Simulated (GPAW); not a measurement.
Wanted: an ASE script for a GPAW 26.7.0 run.

* Task: band structure
* Functional: PBE
* Potentials or basis: GPAW PAW data sets (gpaw-data 1.2.1)
* Basis: fd
* Grid spacing: 0.16 Å
* k mesh: 11 × 11 × 11
* Occupations: fermi-dirac, width 0.05 eV
* Spin: no spin polarisation
* Maxiter: 150
* Band path: GXWKGLUWLK,UX
* Band points: 60

The structure of Au lies in POSCAR:

```
Au
1.0
    0.0000000000      2.0350000000      2.0350000000
    2.0350000000      0.0000000000      2.0350000000
    2.0350000000      2.0350000000      0.0000000000
Au
1
Direct
    0.0000000000      0.0000000000      0.0000000000
```

These files were run (other wordings do the same):

run.py

```python
from ase.dft.bandgap import bandgap
from ase.io import read, write
from gpaw import GPAW

atoms = read('POSCAR')

calc = GPAW(mode='fd',
            h=0.16,
            xc='PBE',
            kpts={'size': (11, 11, 11), 'gamma': True},
            occupations={'name': 'fermi-dirac', 'width': 0.05},
            nbands=14,
            convergence={'density': 1e-05, 'energy': 1e-05},
            maxiter=150,
            txt='gpaw.txt')
atoms.calc = calc
energy = atoms.get_potential_energy()
forces = atoms.get_forces()
calc.write('gs.gpw')
write('result.traj', atoms)
print(f'Energy: {energy:.6f} eV')
print('Forces (eV/A):')
print(forces.round(4))
print('Fermi level:', round(calc.get_fermi_level(), 4), 'eV')
print(f'Gap: {bandgap(calc)[0]:.4f} eV, direct: {bandgap(calc, direct=True)[0]:.4f} eV')

path = atoms.cell.bandpath('GXWKGLUWLK,UX', npoints=60, eps=1e-4)
bs_calc = calc.fixed_density(kpts=path, symmetry='off', nbands=21,
                             convergence={'bands': 'CBM+6.0', 'eigenstates': 1e-6}, txt='bands.txt')
bs = bs_calc.band_structure()
bs.write('bs.json')
print(f'Gap on the path: {bandgap(bs_calc)[0]:.4f} eV')
```

Potentials or basis: GPAW PAW data sets (gpaw-data 1.2.1), fd.

Run with:

```console
$ OMP_NUM_THREADS=1 python run.py
```

It gave:

```yaml
Band_gap_along_the_path: none (metal or under the smearing width)
```

Caveat: the real-space grid adds noise to forces; spin-orbit coupling is left out, which moves the levels of the heavy elements.

Run time: 95 s on 1 thread of Arm Neoverse V1, with other jobs on the host, peak memory 0.51 GiB.
